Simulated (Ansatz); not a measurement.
**Phases of P at 450 GPa**

Structure types of P are relaxed in primitive cells with their symmetry kept at 450 GPa, first on PAW files, then by LAPW. The enthalpy is E + pV at zero temperature, without zero-point motion. Only the types listed were tried, and differences under about 5 meV/atom are mesh noise. The real phase may be another.

Level of theory: DFT with PBE, scalar-relativistic, in Ansatz 0.2.0; Fermi–Dirac smearing of 0.08 eV, no spin polarisation. LAPW: all electrons, basis error target 0.5 meV/atom; PAW: frozen-core files, cutoff 420 eV.

k meshes: fcc 22×22×22, bcc 23×23×23, hcp 21×21×12, beta tin 22×22×22, A7 18×18×18, diamond 17×17×17.

| start type | ends as | a, b, c (Å) | V (Å³/atom) | H − H(lowest), LAPW (meV/atom) |
| --- | --- | --- | --- | --- |
| fcc | fcc, Fm-3m | 2.891, 2.891, 2.891 | 6.04 | 208.7 |
| bcc | bcc, Im-3m | 2.311, 2.311, 2.311 | 6.17 | ? |
| hcp | hcp, P6_3/mmc | 2.035, 2.035, 3.352 | 6.01 | 0.0 |
| beta tin | beta tin, I4_1/amd | 3.654, 3.654, 1.936 | 6.46 | 654.6 |
| A7 | fcc, Fm-3m | 2.891, 2.891, 2.891 | 6.04 | ? |
| diamond | diamond, Fd-3m | 3.952, 3.952, 3.952 | 7.72 | 5759.9 |

Q: Give the missing entry: row "A7", column "H − H(lowest), LAPW (meV/atom)".

A: 210.5.

Q: Fill in "H − H(lowest), LAPW (meV/atom)" for the row "bcc".

A: 159.6.

Q: Split the lead of hcp over bcc into energy and pV.

A: For bcc less hcp: ΔE = -303.7 meV/atom, and p·ΔV = 450 GPa × +0.1650 Å³ × 6.242 meV/(GPa·Å³) = +463.3 meV/atom, together 159.6 meV/atom. hcp wins by its smaller volume, against the internal energy.
